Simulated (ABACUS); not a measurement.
Runs of ABACUS 3.10.1 on MgS (Niningerite). The structure is cubic, space group Fm-3m (No. 225). The conventional cell has a = 5.203 Å, b = 5.203 Å, c = 5.203 Å, α = 90.00°, β = 90.00°, γ = 90.00°. S (site symmetry m-3m) has 6 Mg at 2.60 Å as nearest neighbours. Around Mg (site symmetry m-3m) lie 6 S at 2.60 Å. 

```tsv
task	level	potentials or basis	cell	k mesh	cutoff (eV)	radial cutoff of the potentials (pseudo_rcut)	SCF threshold on the density	eigensolver	symmetry key	optimiser	gap on the mesh (eV)	pressure (GPa)	V0 of scaled cells (Å³/atom)	B0 (GPa)
single point	PBE	SG15 ONCV 1.2 PBE, DZP LCAO (the cutoffs set its grid)	as given	8 × 8 × 8	1361	7 bohr	1e-07	genelpa	1	-	(b)	2.3	-	-
single point	r2SCAN	SG15 ONCV 1.2 PBE, DZP LCAO (the cutoffs set its grid)	as given	7 × 7 × 7	1361	7 bohr	1e-07	genelpa	1	-	3.62	1.2	-	-
single point	r2SCAN	SG15 ONCV 1.2 PBE, plane waves	as given	6 × 6 × 6	1320	7 bohr	1e-08	dav	1	-	3.53	0.0	-	-
relaxation of cell and atoms	PBE	SG15 ONCV 1.2 PBE, DZP LCAO (the cutoffs set its grid)	relaxed	8 × 8 × 8	1361	7 bohr	1e-07	genelpa	1	ASE FIRE	2.61	-0.1	-	-
single point	PBEsol	PseudoDojo NC SR 0.4.1 PBEsol standard, plane waves	as given	9 × 9 × 9	1143	7 bohr	1e-08	dav	1	-	2.83	-0.9	-	-
equation of state	r2SCAN	SG15 ONCV 1.2 PBE, plane waves	as given	6 × 6 × 6	1320	7 bohr	1e-08	dav	1	-	-	-	17.63	81
equation of state	PBE	PseudoDojo NC SR 0.4.1 PBE standard, DZP LCAO (the cutoffs set its grid)	as given	9 × 9 × 9	1361	10 bohr	1e-07	genelpa	1	-	-	-	18.11	(a)
```

Alike in all rows: no spin polarisation; smearing fermi-dirac 0.05 eV.

Task: Fill in the values left out.

Result: (a) 74; (b) 2.68.

Caveats: the atomic orbitals were generated for these runs and aren't a published set (some runs); the basis of atomic orbitals isn't converged, which shifts pressures, moduli and gaps (some runs); the potentials were made for another functional, which shifts forces and pressure (some runs); an odd mesh through Γ misses points on the zone boundary, where band edges often lie (some runs).

Not every run made on this cell is shown here.
